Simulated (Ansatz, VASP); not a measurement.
# MgO: VASP beside Ansatz

Aim: how closely do two programs agree when they are given the same cell, functional and k mesh? The cell is taken from a series of VASP runs on this material, whose earlier steps may have relaxed, scaled or displaced it; both programs get it as it stands.

Main program and level: Ansatz 0.2.0; plane waves, with VASP 6.6.1 beside it; relaxation of cell and atoms at LDA and zone-centre phonons at PBEsol with D3(BJ).

## Step 1: The structure

The structure is cubic, space group Fm-3m (No. 225). The conventional cell has a = 4.146 Å, b = 4.146 Å, c = 4.146 Å, α = 90.00°, β = 90.00°, γ = 90.00°. Nearest to Mg lie 6 O at 2.07 Å. Nearest to O lie 6 Mg at 2.07 Å. Farther neighbours and most contacts between anions are not listed.

## Step 2: Ansatz: relaxation of cell and atoms, LDA

Ansatz runs on its default PAW (the set named soft_2) files.

The relaxed volume is the usual yardstick between codes: its relative difference is about their pressure difference at one cell divided by the bulk modulus.

input.yaml reads:

```yaml
crystal:
  lattice:
    - [0.0, 2.0728379817, 2.0728379817]
    - [2.0728379817, 0.0, 2.0728379817]
    - [2.0728379817, 2.0728379817, 0.0]
  atoms:
    - { symbol: Mg, position: [0.0, 0.0, 0.0] }
    - { symbol: O, position: [0.5, 0.5, 0.5] }
hamiltonian:
  xc: lda
  pseudopotentials: { kind: paw }
kpoints:
  mp_grid: { grid: [8, 8, 8] }
scf:
  occupations: { method: gaussian, width: 0.03 }
relax:
  f_tol: 0.01
  max_steps: 60
  cell: { stress_tol: 0.05 }
output:
  forces: true
  stress: true
  write_density: true
  write_potential: true
  elf: true
  volumetric_format: npy
```

Command:

```console
$ ansatz run input.yaml --threads 4 --pin off --max-ram 9216MiB --backend cpu --events-out ev --progress --plain --runs-dir out
```

Numbers of over 12 decimals in the logs are rounded to 6 here.

The log of the run:

```text
Engine: ansatz 0.2.0, aarch64-unknown-linux-gnu
Pseudopotentials: kind: paw
Pseudopotential: Mg, paw, valence charge 10, recommended cutoff 420 eV (normal), Mg.paw.azcp
Pseudopotential: O, paw, valence charge 6, recommended cutoff 420 eV (normal), O.paw.azcp
Functional definition: SPW92
  exchange = slater_x
  correlation = pw_c
Crystal: 2 atoms, lattice volume = 17.813 Å³
Basis set: ecut = 420 eV, 331 PW (Γ)
Bands: 12, of which v1, the nominal top of the filled ones, is band 8 counted from 1 (7 counted from 0)
Symmetry: 48 space group operations
Space group: Fm-3m (ITA 225), of the structure as read, at distance tolerance 2.6e-5 Å
k-points: 29 of 512
Non-local potential: Mg, projectors of the file, l = 0: 3, l = 1: 2, l = 2: 1
Non-local potential: O, projectors of the file, l = 0: 2, l = 1: 2, l = 2: 1
PAW form: soft (Blöchl's): semilocal exchange-correlation on the pseudo side does not see the compensation charge
PAW frozen core: Mg, regenerated for the run's functional, and the local potential with it (the file was generated under x = pbe(κ = 0.804, μ = 0.219515), c = pbe(β = 0.066725))
PAW frozen core: O, regenerated for the run's functional, and the local potential with it (the file was generated under x = pbe(κ = 0.804, μ = 0.219515), c = pbe(β = 0.066725))
PAW one-centre angular grid: Mg, 110 points (default); XC on 64 Gauss nodes
PAW one-centre angular grid: O, 110 points (default); XC on 64 Gauss nodes
Initial density: superposition of atomic densities (neutral atoms: chi_scale 0, normalization atom), corrected by the library's trained network
Initial wavefunctions: pseudopotential atomic-orbital guess
Functional: x = slater, c = lda
SCF iter   1: F=—  HF=-2460.082020 eV  |F-HF|=—  |Δ(HF+E_count)|=         —  Δρ=1.81e-2  dr2=4.58e-2  ethr=1.77e-3  ⟨swp⟩=5.8  Hψ=2042  notcnv=0
preconditioner: auto → none  [insulator: Δε(μ)=4.981 eV  Ē_g=18.656 eV  σ=0.030 eV  W_gap=1.00  n_scr=8 (ndim 8)  ℏωp=24.9 eV  f_vac=0.000  D(μ)=0.00/eV (n_scr^D=0)  ε∞_Penn≈2.8]
SCF iter   2: F=—  HF=-2460.066380 eV  |F-HF|=—  |Δ(HF+E_count)|=   1.56e-2  Δρ=5.58e-3  dr2=5.10e-3  ethr=2.86e-4  ⟨swp⟩=2.0  Hψ=690  notcnv=0
SCF iter   3: F=—  HF=-2460.064619 eV  |F-HF|=—  |Δ(HF+E_count)|=   1.76e-3  Δρ=9.37e-4  dr2=8.52e-5  ethr=3.19e-5  ⟨swp⟩=2.3  Hψ=538  notcnv=0
SCF iter   4: F=—  HF=-2460.064581 eV  |F-HF|=—  |Δ(HF+E_count)|=   3.89e-5  Δρ=8.35e-5  dr2=7.78e-7  ethr=5.32e-7  ⟨swp⟩=2.0  Hψ=436  notcnv=0
iter 5 did not close the SCF: its close was put off for the readings that it lacked (scf_convergence_deferred on its scf_iter line)
SCF iter   5: F=-2460.064580 eV  HF=-2460.064580 eV  |F-HF|=5.17e-9  |Δ(HF+E_count)|=   2.02e-7  Δρ=1.04e-5  dr2=6.58e-9  ethr=4.86e-9  ⟨swp⟩=2.0  Hψ=455  notcnv=0
SCF iter   6: F=-2460.064580 eV  HF=-2460.064580 eV  |F-HF|=2.23e-10  |Δ(HF+E_count)|=   6.11e-9  Δρ=1.42e-6  dr2=1.72e-10  ethr=4.11e-11  ⟨swp⟩=5.0  Hψ=1778  notcnv=0
SCF 1 converged in 6 iterations: F = -2460.064580 eV  dr2 = 1.72e-10
  greatest PAW one-centre occupation: 1.000 electrons in one spin orbital (limit 2), on the Mg atom at site 0 (counted from 0), in its partial waves of l = 1
relax step   1: F+E_penalty+E_count = -2460.06458032 eV  Δ(F+E_penalty+E_count) = +0.000e0 eV  max|allowed force component| = 2.925e-30 eV/Å  Δτ_max = 0.0000 Å  P = +1.710 GPa  Ω = 17.813 Å³  (6 SCF iters, dr2 threshold 1.00e-7 eV, accepted)
[...]
relax step   2: F+E_penalty+E_count = -2460.06478697 eV  Δ(F+E_penalty+E_count) = -2.067e-4 eV  max|allowed force component| = 1.249e-29 eV/Å  Δτ_max = 0.0000 Å  P = +0.989 GPa  Ω = 17.881 Å³  energy of the carried Pulay correction = -3.705e-4 eV  (6 SCF iters, dr2 threshold 2.00e-7 eV, accepted)
[...]
relax step   3: F+E_penalty+E_count = -2460.06457167 eV  Δ(F+E_penalty+E_count) = +2.153e-4 eV  max|allowed force component| = 4.865e-30 eV/Å  Δτ_max = 0.0000 Å  P = +0.011 GPa  Ω = 17.976 Å³  energy of the carried Pulay correction = -8.809e-4 eV  (6 SCF iters, dr2 threshold 2.00e-7 eV, accepted)
[...]
relax step   4: F+E_penalty+E_count = -2460.06543026 eV  Δ(F+E_penalty+E_count) = -8.586e-4 eV  max|allowed force component| = 5.654e-30 eV/Å  Δτ_max = 0.0000 Å  P = +0.101 GPa  Ω = 17.976 Å³  stress off target by 1.01e-1 GPa  SCF on the basis re-selected at this cell (its energy is not comparable with the rows above)  (8 SCF iters)
[...]
relax step   5: F+E_penalty+E_count = -2460.06537988 eV  Δ(F+E_penalty+E_count) = +5.037e-5 eV  max|allowed force component| = 5.202e-30 eV/Å  Δτ_max = 0.0000 Å  P = +0.004 GPa  Ω = 17.986 Å³  energy of the carried Pulay correction = -5.358e-5 eV  (7 SCF iters, accepted)
[...]
relax step   6: F+E_penalty+E_count = -2460.06550261 eV  Δ(F+E_penalty+E_count) = -1.227e-4 eV  max|allowed force component| = 4.470e-30 eV/Å  Δτ_max = 0.0000 Å  P = +0.006 GPa  Ω = 17.986 Å³  stress off target by 5.98e-3 GPa  SCF on the basis re-selected at this cell (its energy is not comparable with the rows above)  (7 SCF iters)
basis re-selected at this cell: Δ(F+E_penalty+E_count) = -1.227e-4 eV, ΔP = +0.002 GPa vs the last step (what re-selecting the basis moved, of the pressure what is left beyond the Pulay correction that the steps carried, after the strain that the cell walked since its last selection, with what the two solves' SCF thresholds leave and, on support functions, any second-order correction that the steps lacked; it is no m [...]
SCF converged after 7 iterations
Free energy (F): -2460.065503 eV
Harris-Foulkes:  -2460.065503 eV  (|F-HF|=0.00e0)
Internal energy: -2460.065503 eV  (E = F + TS)
E sigma→0 (E₀):  -2460.065503 eV
Fermi energy:    10.759330 eV
--- Per-component energies (eV) ---
  E_band       = -287.639812
  E_kinetic    = 255.769818
  E_local      = -1577.258811  (includes V_loc(G=0)·N_el)
  E_nonlocal   = 145.613542
  E_hartree    = 543.368117
  E_xc         = -104.029482
  E_vxc        = -134.276624  (∫ρ·V_xc dr)
  E_paw        = -417.986372  (= ΣΔE_a)
  E_vpaw       = -64.226618  (= ΣTr[D̂ρ^β])
  E_aug_tail   = 0.002646  (compensation charges beyond the density's cutoff)
  E_ewald      = -1305.792362
  E_core_change = 0.247401  (= ΣΔE_core)
  E_smearing   = -0.000000  (= −TS)
  E_closure    = -0.000000  (closes the sum)
  Σ components = -2460.065503   (vs F -2460.065503, Δ=0.00e0)
--- Forces (eV/Å), atoms counted from 1 ---
  atom   1  Mg    -0.00000000     0.00000000    -0.00000000
  atom   2  O      0.00000000    -0.00000000     0.00000000
  max |Σ_I F_I| component: 7.89e-30 eV/Å
--- Stress (GPa, compression-positive) ---
        0.005981      -0.000000      -0.000000
       -0.000000       0.005981      -0.000000
       -0.000000      -0.000000       0.005981
  P = ⅓ Tr σ = 0.0060 GPa (0.060 kbar)
--- Band table (eV; the first three rows and the last of 29) ---
  k-point 0: bands = [... 4 lower, -8.9614, 8.2416, 8.2416, 8.2416, 13.2769, 23.9958, 23.9958, 23.9958]
  k-point 1: bands = [... 4 lower, -8.7739, 7.2648, 8.1302, 8.1302, 14.1769, 22.3286, 24.3732, 24.3732]
  k-point 2: bands = [... 4 lower, -8.2843, 5.4812, 7.8729, 7.8729, 15.5743, 20.8438, 24.9270, 24.9270]
  k-point 28: bands = [... 4 lower, -7.1543, 5.1356, 5.1356, 6.3671, 19.9538, 19.9538, 20.5836, 24.0045]
--- Relaxed structure (4 steps of the walk, 4 accepted, 2 SCFs on fresh bases) ---
  F+E_penalty+E_count = -2460.06550261 eV   max|allowed force component| = 4.470e-30 eV/Å   (the final SCF, on the basis selected at the relaxed cell)
  cell:  # Å, volume = 17.9859 Å³
    - [0, 2.079539, 2.079539]
    - [2.079539, 0, 2.079539]
    - [2.079539, 2.079539, 0]
  atoms:
    - { symbol: Mg, position: [0, 0, 0] }
    - { symbol: O, position: [0.5, 0.5, 0.5] }
```

Run time: 1.1 s. Hardware: 4 threads of Arm Neoverse V2, shared host; peak memory 0.27 GiB; 3.1 s of CPU time.

## Step 3: VASP: relaxation of cell and atoms, LDA

The same cell, functional (in two slightly different forms), mesh and smearing now go to VASP, with its own data sets and cutoff.

Lines of VASP's logs that name or quote its potential files are left out, and so is its time.

INCAR reads:

```
SYSTEM = MgO
PREC = Accurate
ENCUT = 520
EDIFF = 1E-07
NELM = 100
ISMEAR = 0
SIGMA = 0.03
LREAL = .FALSE.
ALGO = Normal
GGA = CA
NBANDS = 10
LORBIT = 11
LWAVE = .FALSE.
LCHARG = .FALSE.
KPAR = 2
IBRION = 2
NSW = 50
ISIF = 3
EDIFFG = -0.002
```

POSCAR reads:

```
MgO
1.0
    0.0000000000      2.0728379817      2.0728379817
    2.0728379817      0.0000000000      2.0728379817
    2.0728379817      2.0728379817      0.0000000000
Mg O
1 1
Direct
    0.0000000000      0.0000000000      0.0000000000
    0.5000000000      0.5000000000      0.5000000000
```

KPOINTS reads:

```
Automatic mesh
0
Gamma
8 8 8
0 0 0
```

PAW data sets: Mg and O (LDA family, release 64).

Command:

```console
$ mpirun -np 2 vasp_std
```

The log of the run:

```text
[banner, memory and clock lines left out]
running    2 mpi-ranks, on    1 nodes
 distrk:  each k-point on    1 cores,    2 groups
 distr:  one band on    1 cores,    1 groups

 POSCAR found type information on POSCAR MgO
 POSCAR found :  2 types and       2 ions
 LDA part: xc-table for (Slater(with rela. corr.)+CA(PZ))
 , standard interpolation
 POSCAR, INCAR and KPOINTS ok, starting setup
 FFT: planning ... GRIDC
 FFT: planning ... GRID_SOFT
 FFT: planning ... GRID
 WAVECAR not read
 entering main loop
       N       E                     dE             d eps       ncg     rms          rms(c)
DAV:   1     0.101180214072E+02    0.10118E+02   -0.46785E+03   668   0.714E+02
DAV:   2    -0.145429957872E+02   -0.24661E+02   -0.23364E+02   660   0.134E+02
DAV:   3    -0.150316816817E+02   -0.48869E+00   -0.48813E+00   668   0.165E+01
DAV:   4    -0.150327134238E+02   -0.10317E-02   -0.10317E-02   646   0.855E-01
DAV:   5    -0.150327161678E+02   -0.27441E-05   -0.27440E-05   644   0.431E-02    0.710E+00
DAV:   6    -0.135073790486E+02    0.15253E+01   -0.87673E+00   586   0.177E+01    0.219E+00
DAV:   7    -0.134692163764E+02    0.38163E-01   -0.50101E-02   618   0.219E+00    0.127E+00
DAV:   8    -0.134457374301E+02    0.23479E-01   -0.25984E-02   584   0.181E+00    0.186E-01
DAV:   9    -0.134455561252E+02    0.18130E-03   -0.18986E-04   664   0.114E-01    0.125E-01
DAV:  10    -0.134454451103E+02    0.11101E-03   -0.26477E-04   606   0.151E-01    0.776E-03
DAV:  11    -0.134454443490E+02    0.76132E-06   -0.38231E-06   634   0.116E-02    0.290E-03
DAV:  12    -0.134454443501E+02   -0.11366E-08   -0.14141E-07   490   0.274E-03
   1 F= -.13445444E+02 E0= -.13445444E+02  d E =-.134454E+02
 curvature:   0.00 expect dE= 0.000E+00 dE for cont linesearch  0.000E+00
 trial: gam= 0.00000 g(F)=  0.296E-61 g(S)=  0.118E-05 ort = 0.000E+00 (trialstep = 0.100E+01)
 search vector abs. value=  0.118E-05
 bond charge predicted
       N       E                     dE             d eps       ncg     rms          rms(c)
DAV:   1    -0.134454493339E+02   -0.49849E-05   -0.91350E-05   600   0.823E-02    0.161E-02
DAV:   2    -0.134454447858E+02    0.45481E-05   -0.29436E-05   606   0.341E-02    0.163E-03
DAV:   3    -0.134454447519E+02    0.33863E-07   -0.34534E-07   588   0.567E-03
   2 F= -.13445445E+02 E0= -.13445445E+02  d E =-.401850E-06
 trial-energy change:   -0.000000  1 .order   -0.000000   -0.000001    0.000001
 step:   0.6696(harm=  0.6696)  dis= 0.00000  next Energy=   -13.445445 (dE=-0.397E-06)
 reached required accuracy - stopping structural energy minimisation
```

OUTCAR, selected parts (step 3):

```text
ion  position               nearest neighbor table
   1  0.000  0.000  0.000-   2 2.07   2 2.07   2 2.07   2 2.07   2 2.07   2 2.07
   2  0.500  0.500  0.500-   1 2.07   1 2.07   1 2.07   1 2.07   1 2.07   1 2.07

  LATTYP: Found a face centered cubic cell.
 ALAT       =     4.1456759634

 Subroutine GETGRP returns: Found 48 space group operations
 (whereof 48 operations were pure point group operations)

The static configuration has the point symmetry O_h .

 Found     29 irreducible k-points:

   k-points           NKPTS =     29   k-points in BZ     NKDIM =     29   number of bands    NBANDS=     10

   dimension x,y,z NGX =    24 NGY =   24 NGZ =   24
   dimension x,y,z NGXF=    48 NGYF=   48 NGZF=   48

   ENCUT  =  520.0 eV  38.22 Ry    6.18 a.u.   5.45  5.45  5.45*2*pi/ulx,y,z

   NELECT =       8.0000    total number of electrons

 k-points in reciprocal lattice and weights: Automatic mesh
   0.00000000  0.00000000  0.00000000       0.002
   0.12500000  0.00000000  0.00000000       0.016
   0.25000000  0.00000000  0.00000000       0.016
   0.37500000  0.00000000  0.00000000       0.016
   0.50000000  0.00000000  0.00000000       0.008
   0.12500000  0.12500000  0.00000000       0.012
   0.25000000  0.12500000  0.00000000       0.047
   0.37500000  0.12500000  0.00000000       0.047
   0.50000000  0.12500000  0.00000000       0.047
[...]
-0.37500000  0.50000000  0.12500000       0.023
  -0.25000000  0.50000000  0.25000000       0.012

 average (electrostatic) potential at core
       1 -34.6027       2 -70.3936

 E-fermi :   3.3887

 k-point     1 :       0.0000    0.0000    0.0000
  band No.  band energies     occupation
      1     -14.0083      2.00000
      2       3.2498      2.00000
      3       3.2498      2.00000
      4       3.2498      2.00000
      5       8.3820      0.00000
      6      19.0317      0.00000
      7      19.0317      0.00000
      8      19.0317      0.00000
      9      23.1821      0.00000
    ...

 k-point     2 :       0.1250    0.0000    0.0000
  band No.  band energies     occupation
      1     -13.8236      2.00000
      2       2.2668      2.00000
      3       3.1353      2.00000
      4       3.1353      2.00000
      5       9.2806      0.00000
      6      17.3672      0.00000
      7      19.4184      0.00000
      8      19.4184      0.00000
      9      23.9672      0.00000
    ...

 k-point     3 :       0.2500    0.0000    0.0000
  band No.  band energies     occupation
      1     -13.3404      2.00000
      2       0.4636      2.00000
      3       2.8723      2.00000
      4       2.8723      2.00000
      5      10.6679      0.00000
      6      15.9001      0.00000
      7      19.9973      0.00000
      8      19.9973      0.00000
      9      23.5742      0.00000
    ...

  Total       -0.0019963     -0.0019963     -0.0019963     -0.0000000      0.0000000     -0.0000000
  in kB       -0.1795101     -0.1795101     -0.1795101     -0.0000000      0.0000000     -0.0000000
  external PRESSURE =      -0.1795101 kB  Pullay stress =       0.0000000 kB

  energy-cutoff  :      520.00
  volume of cell :       17.82
      direct lattice vectors                 reciprocal lattice vectors
     0.000000000  2.073040291  2.073040291    -0.241191646  0.241191646  0.241191646
     2.073040291  0.000000000  2.073040291     0.241191646 -0.241191646  0.241191646
     2.073040291  2.073040291  0.000000000     0.241191646  0.241191646 -0.241191646

 POSITION                                       TOTAL-FORCE (eV/Angst)
 -----------------------------------------------------------------------------------
      4.14608      2.07304      2.07304         0.000000      0.000000      0.000000
      2.07304      2.07304      2.07304        -0.000000     -0.000000      0.000000
 -----------------------------------------------------------------------------------
    total drift:                               -0.000000     -0.000000      0.000000

  FREE ENERGIE OF THE ION-ELECTRON SYSTEM (eV)
  ---------------------------------------------------
  free  energy   TOTEN  =       -13.4454447519 eV

  energy  without entropy=      -13.4454447519  energy(sigma->0) =      -13.44544475

 reached required accuracy - stopping structural energy minimisation

 total charge
# of ion       s       p       d       tot
------------------------------------------
    1        0.161   0.204   0.090   0.455
    2        1.531   3.565   0.000   5.096
--------------------------------------------------
tot          1.692   3.769   0.090   5.551

[... 3 further parts left out ...]
```

The run keeps the 48 symmetry operations of its start, so it cannot find a distortion of lower symmetry.

## Step 4: Side by side

Known differences besides the potentials themselves: the two LDA forms differ slightly; both relaxations stop at a tolerance, which leaves soft axes loose, and VASP keeps its plane-wave basis; the data sets hold 16 valence electrons in Ansatz (default PAW (the set named soft_2) files) and 8 in VASP; the cutoff is 420 eV in Ansatz and 520 eV in VASP; VASP's log shows a relativistic correction to its local exchange, Ansatz's none; Ansatz adds a Pulay correction to the stress that steers its cell, VASP none. Total energies have different zeros and are not compared.

The two programs side by side:

| quantity | Ansatz | VASP | difference |
| --- | --- | --- | --- |
| volume (Å³) | 17.99 | 17.82 | +0.94 % |
| edge a after relaxation, in the typed setting (Å) | 2.941 | 2.932 | +0.31 % |

The walks stopped with 0.01 GPa left in Ansatz and -0.02 GPa in VASP; each walk ends within a tolerance, so the volume difference is uncertain by about these residues over the bulk modulus, most in soft cells.

(Continued in part 2 of 2.)

[Lines on the potential files, build, host, timing and source positions are cut from VASP's logs without a mark.]

[Logs are printed without paths, hosts, clocks, repeated set-up lines and the standing remarks that a program may print on its own settings, such as how far it seeks lower states.]

[Hosts, paths, dates, database ids (printed as entryN), source tags and the programs' standing remarks are cut or masked in the printed files.]
